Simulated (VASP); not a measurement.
# CaO: Ca into a neighbouring Ca vacancy, part 5 of 6

How hard is this move in CaO: Ca into a neighbouring Ca vacancy? Both ends are relaxed first, then a band of images between them. The start is a computed cell from the Materials Project.

VASP 6.6.1; PBEsol; plane waves and PAW (Ca_pv, O).

So far. Step 2 (Relax the host): The run ended after 2 ionic steps, 0.006 eV below its first step, once forces and stress met EDIFFG = -0.02. Step 3 (Relax the start): The run ended after 8 ionic steps, 1.676 eV below its first step, once the forces on the free atoms met EDIFFG = -0.05.

## 4. Relax the end (continued)

Relaxation path:

| step | energy less that of the first step (eV) | largest force (eV/Å) |
| --- | --- | --- |
| 1 | 0.0000 | 1.9208 |
| 2 | -1.3562 | 1.0093 |
| 3 | -1.5342 | 0.8470 |
| 4 | -1.7056 | 0.3521 |
| 5 | -1.7600 | 0.2158 |
| 6 | -1.7911 | 0.0904 |
| 7 | -1.7961 | 0.0531 |
| 8 | -1.7961 | 0.0555 |
| 9 | -1.7982 | 0.0409 |

The atoms that moved most (Å):

| atom | dx | dy | dz | length |
| --- | --- | --- | --- | --- |
| O27 | -0.011 | 0.014 | 0.193 | 0.194 |
| O45 | -0.015 | -0.181 | -0.021 | 0.183 |
| O52 | 0.007 | 0.010 | -0.177 | 0.177 |
| O46 | 0.176 | -0.006 | 0.008 | 0.177 |
| O34 | -0.003 | 0.175 | 0.011 | 0.175 |
| O33 | -0.162 | 0.015 | -0.009 | 0.163 |
| Ca8 | -0.008 | -0.062 | 0.066 | 0.091 |
| Ca19 | 0.007 | 0.054 | 0.071 | 0.089 |

This step gave:

```
electronic cycles              : 98
free energy (TOTEN)            : -347.7511 eV
Fermi energy                   : 2.855 eV
gap on the k-mesh              : 3.596 eV
least direct gap on the k-mesh : 3.725 eV
```

The run ended after 9 ionic steps, 1.798 eV below its first step, once the forces on the free atoms met EDIFFG = -0.05.

## 5. Nudged elastic band

Images on a straight line between the ends relax across the path, while springs keep them spaced along it.

This cell carries charge -2, set by NELECT and balanced by a uniform background.

Input file INCAR:

```
SYSTEM = Ca26O27
PREC = Normal
ENCUT = 400
EDIFF = 1E-05
NELM = 120
ISMEAR = 0
SIGMA = 0.05
LREAL = Auto
ALGO = Fast
GGA = PS
NELECT = 372
NBANDS = 228
LWAVE = .FALSE.
LCHARG = .FALSE.
NCORE = 2
LASPH = .TRUE.
IMAGES = 3
SPRING = -5
IBRION = 1
POTIM = 0.3
NSW = 50
EDIFFG = -0.05
ISYM = 0
ISIF = 0
```

Input file POSCAR:

```
Ca26O27
1.0
    0.0000000000      7.1445767646      7.1445767646
    7.1445767646      0.0000000000      7.1445767646
    7.1445767646      7.1445767646      0.0000000000
Ca O
26 27
Direct
    0.0000339027      0.9998195122      0.3257823771
    0.9994338295      0.9996164977      0.6741424543
    0.9995967761      0.3253871391      0.0004785052
    0.9979123813      0.3336158086      0.3343636994
    0.9985934368      0.3257767649      0.6747610312
    0.9995533220      0.6740745853      0.0004278761
    0.9993690876      0.6745160483      0.3261398874
    0.0009646630      0.6657820862      0.6667398740
    0.3258157067      0.9996782718      0.9998483288
    0.3337140578      0.9981573600      0.3339509457
    0.3248833722      0.0005910236      0.6740495947
    0.3330979586      0.3335772017      0.9990796242
    0.3327241722      0.3341441091      0.3342436220
    0.3332772448      0.3342158270      0.6662363885
    0.3252556502      0.6743528773      0.0000522396
    0.3339831295      0.6654647414      0.3345610938
    0.3337121348      0.6657370783      0.6662701093
    0.6736258838      0.9991881530      0.0003240623
    0.6735884342      0.9999502145      0.3260962139
    0.6658429910      0.0009612284      0.6661748956
    0.6734991872      0.3251314041      0.0006455032
    0.6651977197      0.3338456361      0.3347272531
    0.6648260235      0.3335863330      0.6664311908
    0.6660036091      0.6652574547      0.0021650603
    0.6655223702      0.6652214656      0.3351484155
    0.6654270160      0.6660781942      0.6669229621
    0.1666487668      0.1662464249      0.1667652573
    0.1655611440      0.1667274454      0.5002888658
    0.1780523487      0.1788250192      0.8216678176
    0.1656712659      0.5004425143      0.1671099028
    0.1650197200      0.5000047974      0.5006922381
    0.1652642807      0.4998322720      0.8347037219
    0.1788347793      0.8209729083      0.1789939815
    0.1657711621      0.8337405289      0.5003090055
    0.1781480226      0.8214201769      0.8211602703
    0.4993459763      0.1662212113      0.1672832648
    0.4988694740      0.1663255949      0.5003169237
    0.4994973675      0.1654503818      0.8342315936
    0.4995229556      0.4994626784      0.1664447515
    0.4992572639      0.4997210743      0.5006654218
    0.4990791143      0.4998185053      0.8346102638
    0.4997898820      0.8331532665      0.1666118928
    0.4997072043      0.8337569203      0.5006516065
    0.4995296748      0.8333599518      0.8333952095
    0.8207289599      0.1785975607      0.1793004526
    0.8334312615      0.1656306514      0.5001585414
    0.8201209680      0.1781291165      0.8216098484
    0.8335924165      0.4995155942      0.1669288160
    0.8332043502      0.4996075596      0.5011122309
    0.8325055211      0.4993359307      0.8340864285
    0.8203953410      0.8211067688      0.1792715019
    0.8330682832      0.8333478952      0.5000042725
    0.8329997246      0.8323526549      0.8338047861
```

Input file KPOINTS:

```
Automatic mesh
0
Gamma
2 2 2
0 0 0
```

Input file 00/POSCAR:

```
Ca26O27
1.0
    0.0000000000      7.1445767646      7.1445767646
    7.1445767646      0.0000000000      7.1445767646
    7.1445767646      7.1445767646      0.0000000000
Ca O
26 27
Direct
    0.0000339027      0.9998195122      0.3257823771
    0.9994338295      0.9996164977      0.6741424543
    0.9995967761      0.3253871391      0.0004785052
    0.9979123813      0.3336158086      0.3343636994
    0.9985934368      0.3257767649      0.6747610312
    0.9995533220      0.6740745853      0.0004278761
    0.9993690876      0.6745160483      0.3261398874
    0.0009646630      0.6657820862      0.6667398740
    0.3258157067      0.9996782718      0.9998483288
    0.3337140578      0.9981573600      0.3339509457
    0.3248833722      0.0005910236      0.6740495947
    0.3330979586      0.3335772017      0.9990796242
    0.3327241722      0.3341441091      0.3342436220
    0.3332772448      0.3342158270      0.6662363885
    0.3252556502      0.6743528773      0.0000522396
    0.3339831295      0.6654647414      0.3345610938
    0.3337121348      0.6657370783      0.6662701093
    0.6736258838      0.9991881530      0.0003240623
    0.6735884342      0.9999502145      0.3260962139
    0.6658429910      0.0009612284      0.6661748956
    0.6734991872      0.3251314041      0.0006455032
    0.6651977197      0.3338456361      0.3347272531
    0.6648260235      0.3335863330      0.6664311908
    0.6660036091      0.6652574547      0.0021650603
    0.6655223702      0.6652214656      0.3351484155
    0.6654270160      0.6660781942      0.6669229621
    0.1666487668      0.1662464249      0.1667652573
    0.1655611440      0.1667274454      0.5002888658
    0.1780523487      0.1788250192      0.8216678176
    0.1656712659      0.5004425143      0.1671099028
    0.1650197200      0.5000047974      0.5006922381
    0.1652642807      0.4998322720      0.8347037219
    0.1788347793      0.8209729083      0.1789939815
    0.1657711621      0.8337405289      0.5003090055
    0.1781480226      0.8214201769      0.8211602703
    0.4993459763      0.1662212113      0.1672832648
    0.4988694740      0.1663255949      0.5003169237
    0.4994973675      0.1654503818      0.8342315936
    0.4995229556      0.4994626784      0.1664447515
    0.4992572639      0.4997210743      0.5006654218
    0.4990791143      0.4998185053      0.8346102638
    0.4997898820      0.8331532665      0.1666118928
    0.4997072043      0.8337569203      0.5006516065
    0.4995296748      0.8333599518      0.8333952095
    0.8207289599      0.1785975607      0.1793004526
    0.8334312615      0.1656306514      0.5001585414
    0.8201209680      0.1781291165      0.8216098484
    0.8335924165      0.4995155942      0.1669288160
    0.8332043502      0.4996075596      0.5011122309
    0.8325055211      0.4993359307      0.8340864285
    0.8203953410      0.8211067688      0.1792715019
    0.8330682832      0.8333478952      0.5000042725
    0.8329997246      0.8323526549      0.8338047861
```

Input file 01/POSCAR:

```
Ca26O27
1.0
    0.0000000000      7.1445767646      7.1445767646
    7.1445767646      0.0000000000      7.1445767646
    7.1445767646      7.1445767646      0.0000000000
Ca O
26 27
Direct
   -0.0001680658      0.9999145636      0.2462844266
    0.9993464379      0.9997570654      0.6705625122
    0.9995223770      0.3255331523      0.0023318548
    0.9982998212      0.3316207214      0.3342525664
    0.9985448893      0.3277416312      0.6729448974
    0.9997528611      0.6721471035      0.0002792899
    0.9994322057      0.6742560481      0.3279531125
    0.0004905442      0.6679058710      0.6648874374
    0.3256156047      0.9996974615      1.0019878659
    0.3315623811      0.9985358912      0.3339471838
    0.3270375131      0.0000692186      0.6724064669
    0.3332009863      0.3337387722      0.9991357032
    0.3329683437      0.3339435406      0.3335976954
    0.3332693873      0.3340793312      0.6665916168
    0.3272917923      0.6722637606     -0.0001285735
    0.3317576606      0.6674937331      0.3344449862
    0.3335343156      0.6658384653      0.6667481384
    0.6715672375      0.9997684329      0.0002100212
    0.6736497354      0.9998239284      0.3279087585
    0.6677453620      0.0006250220      0.6644711693
    0.6714193905      0.3274846135      0.0003200168
    0.6673147203      0.3317287300      0.3345272153
    0.6648611760      0.3336895500      0.6668995817
    0.6658190879      0.6654812988      0.0016311030
    0.6654875938      0.6653249473      0.3352040412
    0.6653876130      0.6658565404      0.6671007732
    0.1695569270      0.1694028642      0.1638354540
    0.1657750921      0.1666680591      0.5002935845
    0.1751332827      0.1757071736      0.8247634544
    0.1656496409      0.5003165088      0.1671149256
    0.1652767850      0.4999009379      0.5006079397
    0.1652264532      0.4999383612      0.8344144456
    0.1786131560      0.8209855758      0.1729953409
    0.1687627206      0.8306475507      0.5034181123
    0.1747917061      0.8246811301      0.8243301431
    0.4994192920      0.1661584324      0.1672143220
    0.4991145056      0.1663019299      0.5002306862
    0.4994044965      0.1654567639      0.8341631570
    0.4993860051      0.4996492820      0.1668413649
    0.4992035237      0.4997344630      0.5006138166
    0.4991179361      0.4998692550      0.8343989243
    0.4996528143      0.8330935936      0.1668448774
    0.4995832271      0.8337518660      0.5004108503
    0.4995344694      0.8333533628      0.8334345121
    0.8205894313      0.1787239474      0.1731968181
    0.8301285092      0.1688964426      0.5033753766
    0.8234317436      0.1751859610      0.8246835893
    0.8333692319      0.4995711505      0.1669912430
    0.8333107325      0.4994996146      0.5007705218
    0.8327569889      0.4994802708      0.8339966147
    0.8234677858      0.8240923553      0.1761962145
    0.8299147944      0.8301212372      0.5030209001
    0.8328218288      0.8326538016      0.8337212834
```

Input file 02/POSCAR:

```
Ca26O27
1.0
    0.0000000000      7.1445767646      7.1445767646
    7.1445767646      0.0000000000      7.1445767646
    7.1445767646      7.1445767646      0.0000000000
Ca O
26 27
Direct
   -0.0003700343      1.0000096149      0.1667864761
    0.9992590464      0.9998976332      0.6669825702
    0.9994479780      0.3256791655      0.0041852044
    0.9986872610      0.3296256342      0.3341414335
    0.9984963418      0.3297064976      0.6711287637
    0.9999524002      0.6702196217      0.0001307037
    0.9994953238      0.6739960480      0.3297663375
    0.0000164255      0.6700296559      0.6630350009
    0.3254155026      0.9997166512      1.0041274030
    0.3294107044      0.9989144224      0.3339434220
    0.3291916540     -0.0004525863      0.6707633390
    0.3333040140      0.3339003426      0.9991917822
    0.3332125152      0.3337429722      0.3329517688
    0.3332615298      0.3339428355      0.6669468450
    0.3293279344      0.6701746440     -0.0003093866
    0.3295321917      0.6695227248      0.3343288786
    0.3333564963      0.6659398522      0.6672261675
    0.6695085912      1.0003487128      0.0000959801
    0.6737110366      0.9996976422      0.3297213032
    0.6696477329      0.0002888157      0.6627674430
    0.6693395938      0.3298378229     -0.0000054697
    0.6694317210      0.3296118238      0.3343271775
    0.6648963285      0.3337927670      0.6673679726
    0.6656345668      0.6657051429      0.0010971457
    0.6654528174      0.6654284290      0.3352596669
    0.6653482099      0.6656348866      0.6672785842
    0.1724650871      0.1725593035      0.1609056508
    0.1659890402      0.1666086728      0.5002983031
    0.1722142167      0.1725893280      0.8278590911
    0.1656280158      0.5001905032      0.1671199484
    0.1655338500      0.4997970784      0.5005236412
    0.1651886257      0.5000444504      0.8341251694
    0.1783915328      0.8209982433      0.1669967004
    0.1717542792      0.8275545724      0.5065272191
    0.1714353896      0.8279420833      0.8275000160
    0.4994926078      0.1660956535      0.1671453791
    0.4993595372      0.1662782649      0.5001444486
    0.4993116256      0.1654631460      0.8340947203
    0.4992490546      0.4998358856      0.1672379784
    0.4991497836      0.4997478518      0.5005622113
    0.4991567579      0.4999200048      0.8341875848
    0.4995157466      0.8330339208      0.1670778619
    0.4994592499      0.8337468116      0.5001700942
    0.4995392639      0.8333467738      0.8334738148
    0.8204499028      0.1788503342      0.1670931836
    0.8268257568      0.1721622338      0.5065922118
    0.8267425191      0.1722428055      0.8277573302
    0.8331460474      0.4996267068      0.1670536699
    0.8334171148      0.4993916697      0.5004288128
    0.8330084568      0.4996246108      0.8339068009
    0.8265402305      0.8270779419      0.1731209272
    0.8267613057      0.8268945792      0.5060375278
    0.8326439329      0.8329549482      0.8336377807
```

Input file 03/POSCAR:

```
Ca26O27
1.0
    0.0000000000      7.1445767646      7.1445767646
    7.1445767646      0.0000000000      7.1445767646
    7.1445767646      7.1445767646      0.0000000000
Ca O
26 27
Direct
   -0.0005720027      1.0001046662      0.0872885255
    0.9991716548      1.0000382009      0.6634026281
    0.9993735789      0.3258251787      0.0060385541
    0.9990747009      0.3276305469      0.3340303006
    0.9984477944      0.3316713640      0.6693126300
    1.0001519392      0.6682921399     -0.0000178825
    0.9995584420      0.6737360478      0.3315795626
   -0.0004576933      0.6721534407      0.6611825644
    0.3252154006      0.9997358409      1.0062669401
    0.3272590278      0.9992929536      0.3339396601
    0.3313457948     -0.0009743913      0.6691202112
    0.3334070418      0.3340619131      0.9992478613
    0.3334566866      0.3335424038      0.3323058421
    0.3332536723      0.3338063398      0.6673020732
    0.3313640765      0.6680855273     -0.0004901997
    0.3273067227      0.6715517164      0.3342127710
    0.3331786770      0.6660412392      0.6677041966
    0.6674499449      1.0009289928     -0.0000180609
    0.6737723378      0.9995713560      0.3315338478
    0.6715501038     -0.0000473907      0.6610637168
    0.6672597972      0.3321910324     -0.0003309561
    0.6715487216      0.3274949177      0.3341271397
    0.6649314810      0.3338959841      0.6678363634
    0.6654500456      0.6659289870      0.0005631884
    0.6654180410      0.6655319108      0.3353152926
    0.6653088068      0.6654132329      0.6674563953
    0.1753732472      0.1757157428      0.1579758476
    0.1662029884      0.1665492866      0.5003030218
    0.1692951508      0.1694714824      0.8309547278
    0.1656063908      0.5000644977      0.1671249711
    0.1657909149      0.4996932190      0.5004393428
    0.1651507982      0.5001505396      0.8338358931
    0.1781699095      0.8210109108      0.1609980598
    0.1747458377      0.8244615942      0.5096363258
    0.1680790730      0.8312030365      0.8306698888
    0.4995659235      0.1660328746      0.1670764363
    0.4996045688      0.1662545998      0.5000582110
    0.4992187546      0.1654695280      0.8340262836
    0.4991121040      0.5000224891      0.1676345919
    0.4990960434      0.4997612406      0.5005106060
    0.4991955797      0.4999707545      0.8339762454
    0.4993786788      0.8329742480      0.1673108464
    0.4993352727      0.8337417572      0.4999293380
    0.4995440584      0.8333401849      0.8335131174
    0.8203103742      0.1789767209      0.1609895491
    0.8235230044      0.1754280250      0.5098090470
    0.8300532946      0.1692996500      0.8308310710
    0.8329228628      0.4996822632      0.1671160969
    0.8335234970      0.4992837248      0.5000871038
    0.8332599246      0.4997689509      0.8338169871
    0.8296126752      0.8300635284      0.1700456398
    0.8236078169      0.8236679212      0.5090541554
    0.8324660371      0.8332560948      0.8335542780
```

Input file 04/POSCAR:

```
Ca26O27
1.0
    0.0000000000      7.1445767646      7.1445767646
    7.1445767646      0.0000000000      7.1445767646
    7.1445767646      7.1445767646      0.0000000000
Ca O
26 27
Direct
   -0.0007739712      1.0001997176      0.0077905750
    0.9990842632      1.0001787686      0.6598226860
    0.9992991798      0.3259711919      0.0078919037
    0.9994621408      0.3256354597      0.3339191676
    0.9983992469      0.3336362303      0.6674964962
    1.0003514783      0.6663646581     -0.0001664687
    0.9996215601      0.6734760476      0.3333927876
   -0.0009318120      0.6742772255      0.6593301278
    0.3250152986      0.9997550306      1.0084064772
    0.3251073511      0.9996714848      0.3339358982
    0.3334999357     -0.0014961963      0.6674770833
    0.3335100695      0.3342234836      0.9993039403
    0.3337008581      0.3333418353      0.3316599155
    0.3332458148      0.3336698440      0.6676573015
    0.3334002186      0.6659964106     -0.0006710128
    0.3250812538      0.6735807081      0.3340966634
    0.3330008578      0.6661426262      0.6681822257
    0.6653912986      1.0015092727     -0.0001321020
    0.6738336390      0.9994450699      0.3333463924
    0.6734524748     -0.0003835970      0.6593599905
    0.6651800005      0.3345442418     -0.0006564426
    0.6736657223      0.3253780116      0.3339271019
    0.6649666335      0.3339992011      0.6683047543
    0.6652655244      0.6661528311      0.0000292311
    0.6653832646      0.6656353925      0.3353709183
    0.6652694038      0.6651915791      0.6676342064
    0.1782814074      0.1788721821      0.1550460443
    0.1664169365      0.1664899003      0.5003077404
    0.1663760848      0.1663536368      0.8340503646
    0.1655847658      0.4999384922      0.1671299939
    0.1660479799      0.4995893595      0.5003550444
    0.1651129707      0.5002566288      0.8335466169
    0.1779482862      0.8210235783      0.1549994192
    0.1777373962      0.8213686159      0.5127454326
    0.1647227565      0.8344639897      0.8338397616
    0.4996392392      0.1659700957      0.1670074934
    0.4998496004      0.1662309348      0.4999719735
    0.4991258836      0.1654759101      0.8339578470
    0.4989751535      0.5002090927      0.1680312053
    0.4990423032      0.4997746293      0.5004590008
    0.4992344015      0.5000215042      0.8337649059
    0.4992416111      0.8329145751      0.1675438310
    0.4992112955      0.8337367029      0.4996885818
    0.4995488530      0.8333335959      0.8335524200
    0.8201708456      0.1791031076      0.1548859146
    0.8202202521      0.1786938162      0.5130258822
    0.8333640702      0.1663564945      0.8339048119
    0.8326996782      0.4997378195      0.1671785239
    0.8336298793      0.4991757798      0.4997453947
    0.8335113924      0.4999132910      0.8337271733
    0.8326851200      0.8330491149      0.1669703524
    0.8204543281      0.8204412632      0.5120707830
    0.8322881412      0.8335572415      0.8334707753
```

The projector-augmented-wave data sets are Ca_pv and O (PBE family, release 64).

Command:

```sh
$ mpirun -np 6 vasp_std
```

The log of the run:

```text
[banner, memory and clock lines left out]
running    6 mpi-ranks, on    1 nodes
 each image running on    2 cores
[...]
01/POSCAR found :  2 types and      53 ions
 [... a notice as in an earlier step ...]

 LDA part: xc-table for (Slater+PW92), standard interpolation
[...]
00/POSCAR found :  2 types and      53 ions
[...]
04/POSCAR found :  2 types and      53 ions
 POSCAR, INCAR and KPOINTS ok, starting setup
[...]
entering main loop
       N       E                     dE             d eps       ncg     rms          rms(c)
DAV:   1     0.662864338177E+04    0.66286E+04   -0.83624E+04  3712   0.233E+03
DAV:   2     0.238449919136E+04   -0.42441E+04   -0.41468E+04  3648   0.695E+02
DAV:   3     0.360866101761E+03   -0.20236E+04   -0.19665E+04  4752   0.332E+02
DAV:   4    -0.326848012176E+03   -0.68771E+03   -0.66667E+03  5948   0.178E+02
DAV:   5    -0.384720608143E+03   -0.57873E+02   -0.57611E+02  5736   0.548E+01BRMIX: very serious problems
 the old and the new charge density differ
[...]
WARNING in EDDRMM: call to ZHEGV failed, returncode =   6  3    113
[...]
WARNING in EDDRMM: call to ZHEGV failed, returncode =   6  3    156
[...]
WARNING in EDDRMM: call to ZHEGV failed, returncode =   6  3    119
WARNING in EDDRMM: call to ZHEGV failed, returncode =   6  3    119
WARNING in EDDRMM: call to ZHEGV failed, returncode =   6  3    112
  11 F= -.34683265E+03 E0= -.34683265E+03  d E =-.745024E-02
[...]
WARNING in EDDRMM: call to ZHEGV failed, returncode =   6  3    152
[...]
WARNING in EDDRMM: call to ZHEGV failed, returncode =   6  3    146
[...]
WARNING in EDDRMM: call to ZHEGV failed, returncode =   6  3    148
WARNING in EDDRMM: call to ZHEGV failed, returncode =   6  3    126
WARNING in EDDRMM: call to ZHEGV failed, returncode =   6  3    137
WARNING in EDDRMM: call to ZHEGV failed, returncode =   6  3    125
WARNING in EDDRMM: call to ZHEGV failed, returncode =   6  3    142
WARNING in EDDRMM: call to ZHEGV failed, returncode =   6  3    147
  12 F= -.34683993E+03 E0= -.34683993E+03  d E =-.727879E-02
 BRION: g(F)=  0.363E-02 g(S)=  0.000E+00
 BRIONS problems: POTIM should be increased
 retain N=  1 mean eig= 8.54
 eig:   8.540
 reached required accuracy - stopping structural energy minimisation
```

It took 37 min on 6 MPI ranks of AMD EPYC 9R45, shared host; peak memory 2.6 GiB; 3.5 h of CPU time.

(Continued in part 6 of 6.)

[Lines on the potential files, build, host, timing and source positions are cut from VASP's logs without a mark.]

[Logs are printed without paths, hosts, clocks, repeated set-up lines and the standing remarks that a program may print on its own settings, such as how far it seeks lower states.]

[Hosts, paths, dates, database ids (printed as entryN), source tags and the programs' standing remarks are cut or masked in the printed files.]

[Runs that stopped without an error message from VASP are left out.]
